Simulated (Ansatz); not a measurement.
A single-point calculation of HfSiO4 on the sites of polar orthorhombic HfO2 (relaxed group P2_1) with the plane-wave code Ansatz, at the level PBE+SOC. Cell and atoms come from a relaxation with r2SCAN.

```yaml
crystal:
  lattice:
    - [4.5996333747, 0.0, 0.0991799474]
    - [0.0, 5.0918150055, 0.0]
    - [0.1027289893, 0.0, 5.2936773285]
  atoms:
    - { symbol: Hf, position: [0.2239247737, 0.2219831542, 0.0893877015] }
    - { symbol: Si, position: [0.3033393262, 0.7448363798, 0.4143713555] }
    - { symbol: Si, position: [0.6966606738, 0.2448363798, 0.5856286445] }
    - { symbol: Hf, position: [0.7760752263, 0.7219831542, 0.9106122985] }
    - { symbol: O, position: [-0.0469234229, 0.3223398915, 0.3731099684] }
    - { symbol: O, position: [0.0639219921, 0.8489808366, 0.160609322] }
    - { symbol: O, position: [0.499428881, 0.5322447639, 0.623966238] }
    - { symbol: O, position: [0.5401526416, 1.0556149738, 0.8286867032] }
    - { symbol: O, position: [0.500571119, 1.0322447639, 0.376033762] }
    - { symbol: O, position: [0.4598473584, 0.5556149738, 0.1713132968] }
    - { symbol: O, position: [0.9360780079, 0.3489808366, 0.839390678] }
    - { symbol: O, position: [1.0469234229, 0.8223398915, 0.6268900316] }
kpoints:
  mp_grid: { grid: [6, 6, 6] }
  band_path:
    path:
      - [0.0, 0.0, 0.0]
      - [0.0, -0.5, 0.0]
      - [0.0, -0.5, 0.5]
      - [0.0, 0.0, 0.5]
      - [0.5, 0.0, 0.5]
      - [0.5, -0.5, 0.5]
      - [0.5, -0.5, 0.0]
      - [0.5, 0.0, 0.0]
      - [0.0, 0.296875, 0.0]
      - [0.0, -0.25, 0.0]
    npoints: 1
hamiltonian:
  xc: pbe
scf:
  occupations: { method: fixed }
  n_extra_bands: 14
magnetization:
  noncollinear: true
  spin_orbit: true
output:
  forces: true
  stress: true
  eigenvalues: true
  write_density: true
  write_potential: true
  elf: true
  volumetric_format: npy
```

Some lines of the output have been replaced by numbered gaps.
```
Functional definition: PBE
Crystal: 12 atoms, lattice volume = 123.929 Å³
[1]
Bands: 122, of which v1, the nominal top of the filled ones, is band 108 counted from 1 (107 counted from 0)
Symmetry: 2 space group operations + 2 with time reversal
Magnetic group: BNS 4.8 (UNI 15)
k-points: 80 of 216 (time reversal used)
NSCF: frozen V_eff on 10 k-points
SCF converged after 13 iterations
Free energy (F): -37305.558970 eV
[2]
--- Per-component energies (eV) ---
  E_band       = -104.552317
  E_kinetic    = 2354.817562
  E_local      = -15360.051172
  E_nonlocal   = -2058.569269
  E_hartree    = 6896.710685
  E_xc         = -1305.356259
  E_vxc        = -1386.668610
  E_paw        = -16186.525096
  E_vpaw       = 2552.471453
  E_ewald      = -11646.605599
--- Forces (eV/Å), atoms counted from 1 ---
  atom   1  Hf      0.05269      0.03355    -0.06864
  atom   2  Si    -0.00338    -0.12218    -0.01140
  atom   3  Si      0.00338    -0.12218      0.01140
  atom   4  Hf    -0.05269      0.03355      0.06864
  atom   5  O       0.14211      0.12403    -0.11155
  atom   6  O     -0.06429    -0.01850      0.00195
  atom   7  O     -0.09751      0.07273      0.12053
  atom   8  O     -0.13148    -0.08964      0.10302
  atom   9  O       0.09751      0.07273    -0.12053
  atom  10  O       0.13148    -0.08964    -0.10302
  atom  11  O       0.06429    -0.01850    -0.00195
  atom  12  O     -0.14211      0.12403      0.11155
--- Stress (GPa, compression-positive) ---
        6.332788       0.000000      -0.526098
        0.000000       6.111373       0.000000
       -0.526100       0.000000       6.740033
  P = ⅓ Tr σ = 6.3947 GPa (63.947 kbar)
--- Band table (eV; the first three rows and the last of 80) ---
[3]
```

The rows of the band table are 0: (0, 0, 0) = Γ, 1: (0, 0, 1/6), 2: (0, 0, 1/3), 79: (-1/2, -1/2, -1/2) = E.

Question: Give the withheld lines. They hold the Fermi energy and the band table, cutoff and plane waves at Γ.

Answer:
```
[1]
Basis set: ecut = 420 eV, 2449 PW (Γ)
[2]
Fermi energy:    11.454636 eV
[3]
  k-point 0: bands = […, 10.8024, 10.8024, 10.9856, 10.9856, 11.1521, 11.1521, 11.2782, 11.2782, 15.3310, 15.3310, 16.1506, 16.1506, 16.2628, 16.2628, …]
  k-point 1: bands = […, 10.6884, 10.6963, 10.9347, 10.9447, 11.0117, 11.0315, 11.2368, 11.2457, 15.3838, 15.4021, 16.2148, 16.2673, 16.3629, 16.4579, …]
  k-point 2: bands = […, 10.4848, 10.4899, 10.7786, 10.7851, 10.9093, 10.9183, 11.1470, 11.1566, 15.4892, 15.5066, 16.3366, 16.4067, 16.4953, 16.6151, …]
  k-point 79: bands = […, 10.1172, 10.1172, 10.1497, 10.1497, 10.9288, 10.9288, 10.9358, 10.9358, 16.2319, 16.2319, 16.2565, 16.2565, 16.6173, 16.6173, …]
```
The trailing digits, and the zero of the energies, depend on the potentials and thresholds.

With PBE+SOC the valence top lies at Y₂ and the conduction bottom at Γ–Z (0.59 of the way from Γ), 3.60 eV higher; the smallest vertical gap, at Γ–Z (0.50 of the way from Γ), is 3.86 eV. With the atoms held, the mean pressure is +6.39 GPa (compression positive). The largest force is 0.22 eV/Å.

It took 26 s on 1 × NVIDIA H100 80GB HBM3 with 2 threads of AMD EPYC 7R13 Processor (Zen 3), with other jobs on the host, load about 0.6 per core; peak host memory 2 GiB.

The cell comes from a prototype generator: it can be a known phase or a hypothetical one. No magnetic order is allowed.
